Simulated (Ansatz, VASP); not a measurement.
# Ca in VASP and in Ansatz

```
Ca
1.0
     3.67027    0.00000    0.00000
    -1.83513    3.17855    0.00000
     0.00000    0.00000    6.04675
Ca
2
Direct
  0.33333 0.66667 0.25000
  0.66667 0.33333 0.75000
```

Alike in both runs: task single point; functional LDA; k mesh 11 × 11 × 6; occupations fermi-dirac, width 0.1 eV; no spin polarisation.

```csv
,VASP,Ansatz
version,VASP 6.6.1,Ansatz 0.2.0
potentials or method,"VASP PAW LDA potentials, release 64 (Ca_sv)","plane waves (420 eV) with PAW, scalar-relativistic"
plane-wave cutoff (eV),520,420
valence electrons in the cell,20,20
```

|  | VASP | Ansatz | Ansatz less VASP |
| --- | --- | --- | --- |
| pressure (GPa) | 1.8 | 1.8 | -0.01 |

Ansatz warned: «pseudo_functional_mismatch».
